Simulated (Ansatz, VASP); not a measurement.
**One calculation of InSb, two programs**

```xyz
2
Lattice="0.0000 3.1957 3.1957 3.1957 0.0000 3.1957 3.1957 3.1957 0.0000" Properties=species:S:1:pos:R:3 pbc="T T T"
In    0.0000    0.0000    0.0000
Sb    4.7935    4.7935    4.7935
```

Alike in both runs: functional r2SCAN; k mesh 12 × 12 × 12; occupations fermi-dirac, width 0.1 eV; no spin polarisation.

Ansatz relaxed the structure, and its values are those at the end. VASP's run is a single point on that final structure, the one shown.

|  | VASP | Ansatz |
| --- | --- | --- |
| version | VASP 6.6.1 | Ansatz 0.2.0 |
| potentials or method | VASP PAW PBE potentials, release 64 (In_d, Sb) | PAW with Ansatz's default frozen-core files, scalar-relativistic |
| plane-wave cutoff (eV) | 520 | 500 |
| valence electrons in the cell | 18 | 28 |

```csv
,VASP,Ansatz,Ansatz less VASP
pressure (GPa),4.0,4.0,+0.01
```

The two sets of potentials don't hold the same shells in valence.

Caveats: the PAW data sets were made with another functional, which shifts forces and pressure a little (VASP).
